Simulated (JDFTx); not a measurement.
Runs of JDFTx 1.7.0 (patched build) on Al. Symmetry: Pm-3m, No. 221, cubic system. Conventional cell: a = 2.722 Å, b = 2.722 Å, c = 2.722 Å, α = 90.00°, β = 90.00°, γ = 90.00°. Al (site symmetry m-3m) is surrounded by 6 Al at 2.72 Å. The cell was built by a generator and needn't be a form met in nature.

```tsv
level	gap on the mesh (eV)	pressure (GPa)	relaxed volume (Å³/atom)
BLYP	none	0.0	21.22
LDA	none	0.0	(b)
r2SCAN	none	0.0	20.16
PBE	none	0.0	20.11
PBEsol	none	0.0	(a)
AM05	none	0.0	19.56
revPBE	none	0.0	20.61
SCAN	none	0.0	(c)
```

Alike in all rows: task relaxation of cell and atoms; potentials or basis SG15-PBE-1.2 with smoothed tails; no spin polarisation; cell relaxed; k mesh 5 × 5 × 5; cutoff (eV) 1088; smearing fermi-dirac 0.05 eV; the mesh is coarse, so values aren't converged.

Question: Estimate the missing entries.

Answer: (a) 19.69; (b) 18.97; (c) 20.34.

Caveats: all runs use coarse meshes; the potentials were made for another functional, which shifts forces and pressure (some runs).

A k mesh can miss the band edges.

A gap of «none» marks a metal or a gap under the smearing width.

Not every run made on this cell is shown here.
